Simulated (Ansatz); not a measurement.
Hf:

```
Hf
1.0
     3.19670    0.00000    0.00000
    -1.59835    2.76842    0.00000
     0.00000    0.00000    5.05780
Hf
2
Direct
  0.66667 0.33333 0.75000
  0.33333 0.66667 0.25000
```

```yaml
Program: Ansatz 0.2.0
Task: relaxation of cell and atoms
Functional: HSE03
Potentials_or_basis: Ansatz PAW
Cutoff: "420 eV (not typed: the program's choice for these potentials)"
k_mesh: 5 × 5 × 3
Occupations: fermi-dirac, width 0.05 eV
Spin: no spin polarisation
```

At the start: volume 22.38 Å³/atom.

Where does the relaxation end?

It ends after 5 steps and the volume is 22.53 Å³/atom (+0.7 %); space group P6_3/mmc (No. 194, to 0.05 Å).

Step by step:
| step | energy change (eV) | largest force (eV/Å) | volume (Å³) |
| --- | --- | --- | --- |
| 1 | 0.0000 | 0.0000 | 44.76 |
| 2 | -0.0026 | 0.0000 | 45.60 |
| 3 | -0.0051 | 0.0000 | 45.09 |
| 4 | -0.0051 | 0.0000 | 45.06 |
| 5 | -0.0054 | 0.0000 | 45.06 |

Final structure:
```
Hf
1.0
     3.22721    0.00000    0.00000
    -1.61360    2.79485    0.00000
     0.00000    0.00000    4.99636
Hf
2
Direct
  0.66667 0.33333 0.75000
  0.33333 0.66667 0.25000
```

Caveat: the k mesh is coarse (spacing up to 0.45 Å⁻¹), so the values aren't converged, least of all with exact exchange; the plane-wave basis is chosen anew once the cell has moved, so the energies of steps on either side of that aren't comparable; the PAW data sets come from PBE, with cores solved anew for the run's functional, which leaves a small shift of forces and pressure.
